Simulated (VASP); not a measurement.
# CdSe: single point with HSE06

The system is CdSe.

```xyz
2
Lattice="0.0000 2.8429 2.8429 2.8429 0.0000 2.8429 2.8429 2.8429 0.0000" Properties=species:S:1:pos:R:3 pbc="T T T"
Cd    0.0000    0.0000    0.0000
Se    2.8429    2.8429    2.8429
```

The cell was built by a generator and needn't be a form met in nature.

```
Program                            : VASP 6.6.1
Task                               : single point
Functional                         : HSE06
Potentials or basis                : VASP PAW PBE potentials, release 64 (Cd, Se)
Cutoff                             : 520 eV
k mesh                             : 4 × 4 × 4
Occupations                        : fermi-dirac, width 0.02 eV
Spin                               : non-collinear spin, zero start, spin-orbit coupling
Starting moments                   : [[0.0, 0.0, 0.0], [0.0, 0.0, 0.0]] μB
Dipole correction                  : no
Exchange at q = 0                  : truncated
Grid for exact exchange (PRECFOCK) : Normal
Screening parameter                : 0.2079 1/A
Further INCAR settings             : ALGO = Normal; EDIFF = 1e-06; NBANDS = 30
```

```json
{"Pressure": "0.7 GPa", "Net moment": "0.00 μB per cell", "Valence electrons inside the program's atomic spheres": "Cd 10.20; Se 3.93"}
```

Moments on the atoms (μB; x, y, z):
```
Cd  0.00 0.00 0.00
Se  0.00 0.00 0.00
```

Wall time 21 min on 1 thread of Intel(R) Xeon(R) Platinum 8559C (Emerald Rapids), with other jobs on the host, peak memory 0.4 GiB.

Caveat: the k mesh is coarse (spacing up to 0.48 Å⁻¹), so the values aren't converged, least of all with exact exchange; the PAW data sets were made with another functional, which shifts forces and pressure a little.
